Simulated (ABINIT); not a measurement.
An input for ABINIT 10.8.3 (BaS (Fm-3m)):

```
acell 3*1.0 Angstrom
rprim 
  0.000000000000 3.193750000000 3.193750000000
  3.193750000000 0.000000000000 3.193750000000
  3.193750000000 3.193750000000 0.000000000000
ntypat 2
znucl 56 16
natom 2
typat 1 2
xred 
  0.000000000000 0.000000000000 0.000000000000
  0.500000000000 0.500000000000 0.500000000000
pp_dirpath "pseudos"
pseudos "Ba.upf, S.upf"
ecut 21
ngkpt 4 4 4
nshiftk 1
shiftk 0 0 0
kptopt 1
chksymbreak 0
istwfk *1
occopt 1
irdwfk 1
optdriver 4
nband 51
gwcalctyp 10
ecutsigx 21
symsigma 1
nkptgw 8
kptgw 
  0.0000000000 0.0000000000 0.0000000000
  0.2500000000 0.0000000000 0.0000000000
  0.5000000000 0.0000000000 0.0000000000
  0.2500000000 0.2500000000 0.0000000000
  0.5000000000 0.2500000000 0.0000000000
  -0.2500000000 0.2500000000 0.0000000000
  0.5000000000 0.5000000000 0.0000000000
  -0.2500000000 0.5000000000 0.2500000000
bdgw 
  1 14
  1 14
  1 14
  1 14
  1 14
  1 14
  1 14
  1 14
ecuteps 3.9
irdscr 1
ppmodel 1
irdqps 1
indata_prefix "in"
outdata_prefix "out"
tmpdata_prefix "tmp"
```

```sh
OMP_NUM_THREADS=1 mpirun -n 4 abinit run.abi > log
```

Estimate wall time and host memory on 4 MPI ranks of Arm Neoverse N1, shared host.

It took 82 s; on shared hardware allow 41 s to 2.7 min. Peak host memory was 0.81 GiB.

[Paths, hosts, dates, memory and timing lines, banners, echoed tables and standing remarks are left out of the program output.]

[Logs are printed without paths, hosts, clocks, repeated set-up lines and the standing remarks that a program may print on its own settings, such as how far it seeks lower states.]

[Runs of the session that timed out or met a known fault of the program may be left out.]

[Hosts, paths, dates, database ids (printed as entryN), source tags and the programs' standing remarks are cut or masked in the printed files.]

[G0W0 gaps are taken among the corrected bands and points alone; a level outside them can change the order at an edge.]

[Where Ansatz stands beside ABINIT at settings called matched, ABINIT's density can come from a denser mesh and the files from another edition; pairs whose starting gaps differed by over 0.03 eV were left out, so agreement reads better than it is.]
